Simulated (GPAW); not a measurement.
The system is Ge.

```xyz
4
Lattice="3.9976 0.0000 0.0000 -1.9988 3.4620 0.0000 0.0000 0.0000 6.5994" Properties=species:S:1:pos:R:3 pbc="T T T"
Ge    0.0000    2.3080    6.1843
Ge    1.9988    1.1540    2.8846
Ge    0.0000    2.3080    3.7148
Ge    1.9988    1.1540    0.4151
```

This isn't the form of Ge at room conditions, which is diamond.

Base run:

| Quantity | Value |
| --- | --- |
| Program | GPAW 26.7.0 |
| Functional | LDA |
| Potentials or basis | the program's PAW data sets (release 1.2.1) made for this functional |
| Cutoff | 600 eV |
| Basis | pw |
| k mesh | 6 × 6 × 4 |
| Occupations | fermi-dirac, width 0.05 eV |
| Spin | no spin polarisation |

Its results: pressure -1.5 GPa.

The run is repeated on the same cell with these changes: functional from LDA to r2SCAN; potentials or basis from the program's PAW data sets (release 1.2.1) made for this functional to GPAW PAW data sets (gpaw-data 1.2.1). What comes out?

Pressure 0.0 GPa.

Caveats: the PAW data sets were made with another functional, which shifts forces and pressure a little (some runs).
